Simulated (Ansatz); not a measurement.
**ZrC under changes of volume**

One of the cells (13.228 Å³/atom); the others are scaled copies at fixed shape and fractional positions:

```xyz
2
Lattice="0.0000 2.3650 2.3650 2.3650 0.0000 2.3650 2.3650 2.3650 0.0000" Properties=species:S:1:pos:R:3 pbc="T T T"
Zr    2.3650    2.3650    2.3650
C     0.0000    0.0000    0.0000
```

```yaml
Program: Ansatz 0.2.0
Functional: PBEsol
Dispersion: D3(BJ)
Potentials_or_basis: all-electron LAPW, relativistic spinors
Cutoff: 258 eV (chosen from the basis error)
Basis_error_allowed: 0.001 eV/atom
k_mesh: 8 × 8 × 8
Occupations: fermi-dirac, width 0.05 eV
Spin: spin-orbit coupling, no magnetisation
Hubbard_terms: Zr d U = 5 eV
```

| volume (Å³/atom) | energy over the lowest point (meV/atom) | pressure (GPa) |
| --- | --- | --- |
| 12.434 | ? | ? |
| 12.699 | 1.64 | 3.4 |
| 12.963 | 0.00 | -1.3 |
| 13.228 | 5.75 | -5.6 |
| 13.493 | 18.21 | -9.5 |
| 13.757 | 36.69 | -12.9 |
| 14.022 | 60.66 | -16.1 |

Q: What does the run at 12.434 Å³/atom give?

A: Energy over the lowest point 11.44 meV/atom; pressure 8.6 GPa.

Worked out: A Birch-Murnaghan fit of order 3 (a polynomial in V^(-2/3)) to the other rows has its minimum at 12.89 Å³/atom with B0 = V·E''(V) = 225 GPa and B' = 4.0. It gives 11.52 meV/atom at 12.434 Å³/atom, against the run's 11.44, and -dE/dV = 8.6 GPa, against 8.6.

Energies are extrapolated to zero smearing.

Caveats: U is the effective U less J, on atomic orbitals that reach past the spheres; U without spin polarisation on a metal has little footing; pairwise dispersion overbinds metals, which lowers pressure and volume; the U is typed as a test and isn't derived for this compound; the k mesh is thin for a metal, which can move the energy by tens of meV per atom (some runs).
